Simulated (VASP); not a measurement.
Crystal: Cr.

```xyz
2
Lattice="2.7140 0.0000 0.0000 -1.3570 2.3504 0.0000 0.0000 0.0000 4.4100" Properties=species:S:1:pos:R:3 pbc="T T T"
Cr    1.3570    0.7835    3.3075
Cr    0.0000    1.5669    1.1025
```

This isn't the form of Cr at room conditions, which is bcc.

```yaml
Program: VASP 6.6.1
Task: single point
Functional: PBE
Potentials_or_basis: VASP PAW PBE potentials, release 64 (Cr_pv)
Cutoff: 520 eV
k_mesh: 11 × 11 × 6
Occupations: fermi-dirac, width 0.05 eV
Spin: collinear spin, ferromagnetic start
Starting_moments: "[3.0, 3.0] μB"
```

On this cell: pressure -25.5 GPa; largest force under 0.003 eV/Å; net moment 1.77 μB per cell; site moments Cr +0.82 μB; band gap on the k mesh none (metal or under the smearing width).

The same run follows on a disturbed copy (atoms moved at random, drawn with an rms of 0.05 Å):

```
Cr
1.0
     2.71400    0.00000    0.00000
    -1.35700    2.35039    0.00000
     0.00000    0.00000    4.41000
Cr
2
Direct
  0.67792 0.33401 0.74410
  0.33027 0.66015 0.25463
```

Question: What changes?

Answer: The energy (extrapolated to zero smearing) moves by +0.6 meV/atom; pressure -25.1 GPa; largest force 0.114 eV/Å; net moment 1.86 μB per cell; site moments Cr +0.87 μB; band gap on the k mesh none (metal or under the smearing width).

Forces on the atoms (eV/Å):
```
Cr   0.033  0.019  0.107
Cr  -0.033 -0.019 -0.107
```

Stress tensor (GPa, compression positive):
```
-26.00   0.50   0.03
  0.50 -26.57   0.02
  0.03   0.02 -22.59
```

Caveats: so large a pressure means that the cell lies far from this level's equilibrium, or that cutoff or potentials fall short (some runs).
